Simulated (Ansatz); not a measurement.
²⁵Mg nuclear quadrupole resonance in MgO

Cell: a computed structure from the Materials Project (it need not be an observed phase).

Space group Ibam (No. 72); a = 6.0837, b = 21.3726, c = 4.1640 Å.

```
site  Wyckoff  site symmetry       x       y       z
 Mg1       8j            ..m  0.3328  0.4525  0.0000
 Mg5       8j            ..m  0.3344  0.2905  0.0000
 Mg9       8j            ..m  0.1649  0.3717  0.5000
 O13       8j            ..m  0.1655  0.3717  0.0000
 O17       8j            ..m  0.3287  0.4524  0.5000
 O21       8j            ..m  0.3343  0.2906  0.5000
```

One atom of each set is listed; the run and its k-mesh use a cell of 24 atoms with edges of 11.30, 11.30, 11.30 Å.

The numbers come from a DFT calculation in Ansatz (PBE, plane waves and PAW (field gradients read without the response of the frozen cores, which leaves them typically 4 to 6 % off), scalar-relativistic, 420 eV cutoff, Γ-centred 6×6×6 k-points, Fermi–Dirac smearing 0.02 eV).

²⁵Mg: I = 5/2, Q = 199.4 mb (year-2017 value). Static lattice, zero field.

(1) At which frequencies do the ²⁵Mg NQR lines lie?

Results:

(1) For I = 5/2 and η = 0 the lines are 3|C_Q|/20 and twice that; η pulls their ratio below 2.

| site | atoms | V_zz (10²¹ V/m²) | C_Q (MHz) | η | line frequencies (MHz) |
| --- | --- | --- | --- | --- | --- |
| Mg1 | 4 | 2.27 | 11.0 | 0.49 | 2.03, 3.15 |
| Mg5 | 4 | -0.29 | -1.39 | 0.54 | 0.265, 0.397 |
| Mg9 | 4 | 0.17 | 0.833 | 0.68 | 0.177, 0.232 |

At this cell the principal stresses reach 5 GPa in size with PBE, which can matter for small gradients.
